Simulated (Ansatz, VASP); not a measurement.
**Hf: VASP beside Ansatz**

```
CELL_PARAMETERS angstrom
3.25940 0.00000 0.00000
-1.62970 2.82272 0.00000
0.00000 0.00000 5.15700
ATOMIC_POSITIONS crystal
Hf 0.66667 0.33333 0.75000
Hf 0.33333 0.66667 0.25000
```

Alike in both runs: task single point; functional r2SCAN; k mesh 10 × 10 × 5; occupations fermi-dirac, width 0.05 eV; no spin polarisation.

```csv
,VASP,Ansatz
version,VASP 6.6.1,Ansatz 0.2.0
potentials or method,"VASP PAW PBE potentials, release 64 (Hf_pv)",Ansatz PAW
plane-wave cutoff (eV),520,500
valence electrons in the cell,20,52
```

```tsv
	VASP	Ansatz	Ansatz less VASP
gap on the k mesh at the Fermi level (eV)	none	none	-
pressure (GPa)	-6.4	-5.9	+0.57
largest component of the traceless stress (GPa)	0.37	0.32	-0.052
```

A gap of «none» marks a metal or a gap that the smearing closes. With one functional, cell and mesh, what is left measures potentials, basis and numerics. The two sets of potentials don't hold the same shells in valence.

Caveats: the PAW data sets were made with another functional, which shifts forces and pressure a little (VASP); the PAW data sets come from PBE, with cores solved anew for the run's functional, which leaves a small shift of forces and pressure (Ansatz). The runs have no spin-orbit coupling, so splittings on Hf are missing.
